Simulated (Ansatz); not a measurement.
Input of an Ansatz 0.2.0 run:

input.yaml

```yaml
crystal:
  lattice:
    - [0.0, 3.0702711986, 3.0702711986]
    - [3.0702711986, 0.0, 3.0702711986]
    - [3.0702711986, 3.0702711986, 0.0]
  atoms:
    - { symbol: Cd, position: [0.0, 0.0, 0.0] }
    - { symbol: Se, position: [0.25, 0.25, 0.25] }
kpoints:
  mp_grid: { grid: [8, 8, 8] }
scf:
  occupations: { method: gaussian, width: 0.015 }
hamiltonian:
  xc: pbe
  pseudopotentials: { kind: all_electron, lapw: { basis_error: 0.001 } }
output:
  forces: true
  stress: true
  eigenvalues: true
```

Potentials or basis: all-electron LAPW, scalar-relativistic.

Command:

```bash
$ ansatz run input.yaml --threads 1 --pin off --max-ram 3072MiB --backend cpu --events-out ev --progress --plain --runs-dir out
```

Problem. Estimate the band gap on the k mesh.

Solution. 0.55 eV, direct.

Problem. What does it give for the pressure?

Solution. 1.3 GPa.

As with any semilocal functional, this PBE gap is likely too small.
